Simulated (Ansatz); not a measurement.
A run of Ansatz 0.2.0:

File input.yaml:

```yaml
crystal:
  lattice:
    - [0.0, 2.3885, 2.3885]
    - [2.3885, 0.0, 2.3885]
    - [2.3885, 2.3885, 0.0]
  atoms:
    - { symbol: As, position: [0.75, 0.75, 0.75] }
    - { symbol: B, position: [0.0, 0.0, 0.0] }
kpoints:
  mp_grid: { grid: [8, 8, 8] }
scf:
  occupations: { method: fermi_dirac, width: 0.05 }
hamiltonian:
  xc: pbe
  pseudopotentials: { kind: all_electron, datasets: crystal }
output:
  forces: true
  stress: true
  eigenvalues: true
```

Potentials or basis: all-electron PAW datasets made for the crystal.

Run with:

```sh
$ ansatz run input.yaml --threads 1 --pin off --max-ram 3072MiB --backend cpu --events-out ev --progress --plain --runs-dir out
```

Hardware: 1 thread of Arm Neoverse V1 (shared host).

Estimate the wall time of this run.

Run time: 3.4 s on 1 thread of Arm Neoverse V1, on a shared host, peak memory 0.38 GiB. Counts: scf iterations 7, plane waves 259, k points 29, bands 8.
